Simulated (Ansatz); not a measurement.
Method: DFT PBE, scalar-relativistic, plane waves, PAW in Ansatz 0.2.0. Settings: cutoff 420 eV, Γ-centred meshes spaced at most about 0.3 Å⁻¹, and about 0.25 Å⁻¹ or finer for metals (2π included), Gaussian smearing. No spin polarisation.

Temperature and zero-point effects are left out.

Two relaxed structures of Sn₂Te:

A.

```
Sn Te
1.0
     4.52128    0.00000    0.00000
    -2.26064    3.91555    0.00000
     0.00000    0.00000   16.10962
Sn Te
6 3
Direct
  0.33333 0.66667 0.45554
  0.66667 0.33333 0.54446
  0.00000 0.00000 0.34344
  0.00000 0.00000 0.65656
  0.66667 0.33333 0.88533
  0.33333 0.66667 0.11467
  0.33333 0.66667 0.77063
  0.66667 0.33333 0.22937
  0.00000 0.00000 0.00000
```

B.

```
Sn Te
1.0
     4.48622    0.00000    0.00000
     0.00000    4.48622    0.00000
     0.00000    0.00000    9.21640
Sn Te
4 2
Direct
  0.50000 0.00000 0.67718
  0.50000 0.50000 0.00000
  0.00000 0.00000 0.00000
  0.00000 0.50000 0.32282
  0.00000 0.50000 0.65875
  0.50000 0.00000 0.34125
```

Question: Which would you expect to be lower, and how large is the difference?

Answer: A is lower, by 95 meV/atom. A has space group P-3m1 (No. 164), 31.7 Å³/atom and no gap on its mesh; B has space group P4/nmm (No. 129), 30.9 Å³/atom and no gap. Counting Te atoms around Sn (those within 1.25 times the shortest such distance or 1.15 times the sum of covalent radii, 1.27 where that leaves under three; a plus sign parts nearer from farther groups; the shortest distance is added where it exceeds 1.18 times the sum of covalent radii; a slash parts the counts of unlike sites), A has Sn 3/3+1 from 4.5 Å/6 and B has Sn 4 from 3.9 Å/5. In A, Sn on its first site has 3 Sn at 2.98 Å and 3 Sn at 3.17 Å; Sn on its second site is surrounded by 3 Sn at 3.17 Å and 3 Te at 3.19 Å; Te on a site of symmetry 3m is surrounded by 6 Sn at 3.19–3.20 Å; 2 more sites not described. In B, around Sn on a site of symmetry 4mm lie 5 Te at 3.10–3.18 Å and 4 Sn at 3.73 Å; around Sn on a site of symmetry -4m2 lie 4 Sn at 3.17 Å and 4 Sn at 3.73 Å; around Te lie 5 Sn at 3.10–3.18 Å. Both come from invented guesses.

These runs have no spin–orbit coupling, which can matter for Te. Cells relaxed within their symmetry can be saddle points.
